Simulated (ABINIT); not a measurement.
Wanted: the native input for an ABINIT 10.8.3 (patched build) run.

```
Task                : single point
Functional          : PBE
Potentials or basis : JTH PAW PBE v2.0
Cutoff              : 626 eV
k mesh              : 8 × 8 × 8
Occupations         : fermi-dirac, width 0.05 eV
Spin                : no spin polarisation
Fine-grid cutoff    : 1224.51 eV
```

SiO2:

```
CELL_PARAMETERS angstrom
-2.47729 2.47729 3.65567
2.47729 -2.47729 3.65567
2.47729 2.47729 -3.65567
ATOMIC_POSITIONS crystal
Si 0.75000 0.25000 0.50000
Si 0.00000 0.00000 0.00000
O 0.87500 0.02821 0.65321
O 0.77821 0.12500 0.15321
O 0.97179 0.62500 0.84679
O 0.37500 0.22179 0.34679
```

The cell comes from a database or a generator and needn't be the stable form of this composition.

The input as run:

run.abi

```
pp_dirpath "./"
pseudos "Si.GGA_PBE-JTH.xml, O.GGA_PBE-JTH.xml"

acell 3*1.0
rprim
    -4.6814005057     4.6814005057     6.9082174494
     4.6814005057    -4.6814005057     6.9082174494
     4.6814005057     4.6814005057    -6.9082174494
ntypat 2
znucl 14 8
natom 6
typat 1 1 2 2 2 2
xred
     0.7500000000     0.2500000000     0.5000000000
     0.0000000000     0.0000000000     0.0000000000
     0.8750000000     0.0282138700     0.6532138700
     0.7782138700     0.1250000000     0.1532138700
     0.9717861300     0.6250000000     0.8467861300
     0.3750000000     0.2217861300     0.3467861300

ecut 23.0
pawecutdg 45.0
pawxcdev 0
pawovlp 30

kptopt 1
ngkpt 8 8 8
nshiftk 1
shiftk 0.0 0.0 0.0

ixc 11

nband 20
occopt 3
tsmear 0.05 eV

nstep 100
tolvrs 1.0e-9

iomode 3
prtwf 0
prtden 0
prteig 0
prtebands 0
enunit 1
```

Potentials or basis: JTH PAW PBE v2.0.

The run is started by

```console
$ abinit run.abi > log 2>&1
```

Results of the run:

```yaml
Pressure: 2.7 GPa
Largest_force: 0.141 eV/Å
Band_gap_on_the_k_mesh: 5.91 eV, direct
```

Caveat: the atomic spheres overlap.

It took 3.6 min on 1 thread of Arm Neoverse V1, with other jobs on the host, peak memory 0.23 GiB.
